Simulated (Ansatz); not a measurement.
Crystal: Cu.

```
Cu
1.0
     0.00000    1.80750    1.80750
     1.80750    0.00000    1.80750
     1.80750    1.80750    0.00000
Cu
1
Direct
  0.00000 0.00000 0.00000
```

Base run:

```yaml
Program: Ansatz 0.2.0
Functional: PBE
Potentials_or_basis: Ansatz PAW
Cutoff: 500 eV
Density_cutoff: 2000 eV
k_mesh: 13 × 13 × 13
Occupations: fermi-dirac, width 0.05 eV
Spin: no spin polarisation
```

Its results: band gap on the k mesh none (metal or under the smearing width); pressure 1.6 GPa.

Task: The run is repeated on the same cell with these changes: functional from PBE to r2SCAN; cutoff from 500 eV to 500 eV (not typed: the program's choice for these potentials). What comes out?

Result: Band gap on the k mesh none (metal or under the smearing width); pressure -4.9 GPa.

Caveats: the PAW data sets come from PBE, with cores solved anew for the run's functional, which leaves a small shift of forces and pressure (some runs).
